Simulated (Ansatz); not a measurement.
**Strain response of TiC**

Level of theory: DFT r2SCAN, scalar-relativistic, plane waves, PAW (Ansatz 0.2.0). (500 eV cutoff, 18×18×12 k-mesh, Gaussian smearing of 0.10 eV, no spin polarisation)

The relaxed crystal:

```xyz
4
Lattice="2.1639 2.1639 0.0000 -2.1639 2.1639 0.0000 0.0000 0.0000 4.3278" Properties=species:S:1:pos:R:3 pbc="T T T"
Ti    0.0000    0.0000    0.0000
Ti    0.0000    2.1639    2.1639
C     0.0000    2.1639    0.0000
C     0.0000    0.0000    2.1639
```

Deformation: biaxial strain in the a-b plane, with the length and tilt of c and the atoms relaxed, all within the symmetry that the strain leaves. Energies are extrapolated to zero smearing.

**Question.** Give the structure at -6.0 %.

**Answer.**
```xyz
4
Lattice="2.0341 2.0341 0.0000 -2.0341 2.0341 0.0000 0.0000 0.0000 4.4702" Properties=species:S:1:pos:R:3 pbc="T T T"
Ti    0.0000    0.0000    0.0000
Ti    0.0000    2.0341    2.2351
C     0.0000    2.0341    0.0000
C     0.0000    0.0000    2.2351
```
Space group I4/mmm (139), 167.9 meV/atom over the relaxed crystal.